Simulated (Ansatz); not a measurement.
## Cr: strain energy, fitted

Cr, Im-3m, a = 2.848 Å. Ansatz: PBE, PAW, 420 eV, Γ-centred 18×18×18 mesh on 2 atoms, Gaussian smearing 0.10 eV; no spin polarisation. Series: uniaxial strain along a, with b, c and atoms relaxed; x is the strain in per cent. y is the free energy over the unstrained cell, V0 = 11.548 Å³/atom.

| x (%) | y (meV/atom) |
| --- | --- |
| -6.0 | ? |
| -4.0 | 26.72 |
| -2.0 | 6.48 |
| 0.0 | 0.00 |
| 2.0 | 5.90 |
| 4.0 | 22.51 |
| 6.0 | 48.12 |

Q: Fit y = c2 x² + c3 x³ to the other rows, turn c2 into a modulus, and predict the missing energy.

A: Least squares on the rows shown. y = 1.5377 x² − 0.033426 x³. In eV per unit strain² c2 is 15.38; this is Young's modulus along the axis (E = ½ Y V0 ε²): 2 × 15.38 × 160.2 / (11.548) = 427 GPa. At x = -6.0 the fit asked for gives 62.58 meV/atom. The run gave 62.29 meV/atom, so the fit is 0.29 meV/atom too high, 0.47 % of the span of the series, against an rms of 0.04 meV/atom on the fitted rows. The row lies outside the fitted range. With a term in x⁴ added, a fit to the same known rows predicts 62.32 meV/atom, so most of the miss is curvature that the known rows already hold.